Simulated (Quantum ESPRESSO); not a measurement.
The system is AlCu3.

```
Cu Al
1.0
     0.00000    2.88801    2.88801
     2.88801    0.00000    2.88801
     2.88801    2.88801    0.00000
Cu Al
3 1
Direct
  0.75000 0.75000 0.75000
  0.25000 0.25000 0.25000
  0.50000 0.50000 0.50000
  0.00000 0.00000 0.00000
```

The cell comes from a database or a generator and needn't be the stable form of this composition.

```yaml
Program: Quantum ESPRESSO 7.5
Task: single point
Functional: PBEsol
Potentials_or_basis: GBRV 1.5 PBEsol
Cutoff: 762 eV
Density_cutoff: 6095 eV
k_mesh: 8 × 8 × 8
Occupations: fermi-dirac, width 0.05 eV
Spin: no spin polarisation
```

On this cell: pressure -0.8 GPa; largest force zero by symmetry; band gap on the k mesh none (metal or under the smearing width).

The same run follows on a disturbed copy (atoms moved at random, drawn with an rms of 0.05 Å):

```xyz
4
Lattice="0.0000 2.8880 2.8880 2.8880 0.0000 2.8880 2.8880 2.8880 0.0000" Properties=species:S:1:pos:R:3 pbc="T T T"
Cu    4.3308    4.3475    4.3570
Cu    1.4680    1.4642    1.4803
Cu    2.9144    2.8889    2.8525
Al   -0.0271    0.0022   -0.0629
```

What does the disturbed cell give?

The energy (extrapolated to zero smearing) moves by +12.8 meV/atom; pressure -0.2 GPa; largest force 0.699 eV/Å; band gap on the k mesh none (metal or under the smearing width).

Forces in eV/Å, atoms in the order of the input:
```
Cu  -0.009 -0.135 -0.475
Cu  -0.164 -0.058 -0.527
Cu  -0.115  0.119  0.369
Al   0.288  0.074  0.633
```

Stress tensor (GPa, compression positive):
```
-0.03  0.02  0.18
 0.02 -0.05  0.18
 0.18  0.18 -0.47
```
